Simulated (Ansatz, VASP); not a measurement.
**Two plane-wave programs on PtSe2**

```
CELL_PARAMETERS angstrom
3.78908 0.00000 0.00000
-1.89454 3.28144 0.00000
0.00000 0.00000 6.56635
ATOMIC_POSITIONS crystal
Pt 0.00000 0.00000 0.00000
Se 0.66667 0.33333 0.80410
Se 0.33333 0.66667 0.19590
```

Change from the starting cell: equal strain along all axes, cell held, atoms relaxed: +1.0 %.

Alike in both runs: functional PBE; k mesh 12 × 12 × 4; occupations gaussian, width 0.02 eV; no spin polarisation.

Ansatz relaxed the structure, and its values are those at the end. VASP's run is a single point on that final structure, the one shown.

|  | VASP | Ansatz |
| --- | --- | --- |
| version | VASP 6.6.1 | Ansatz 0.2.0 |
| potentials or method | VASP PAW PBE potentials, release 64 (Pt, Se) | scalar-relativistic, plane waves, PAW |
| plane-wave cutoff (eV) | 520 | 420 |
| valence electrons in the cell | 22 | 50 |

|  | VASP | Ansatz | Ansatz less VASP |
| --- | --- | --- | --- |
| gap on the k mesh at the Fermi level (eV) | 0.84 | 0.85 | +0.011 |
| least direct gap on the mesh (eV) | 0.99 | 1.00 | +0.011 |
| pressure (GPa) | -1.0 | -0.9 | +0.04 |

The two sets of potentials don't hold the same shells in valence. Ansatz warned: «stress_scf_threshold_loose».

Caveats: spin-orbit coupling is left out, which moves the levels of the heavy elements; this functional lacks dispersion, which binds the layers, so the pressure and a relaxed spacing across them are unreliable. A k mesh can miss the band edges.
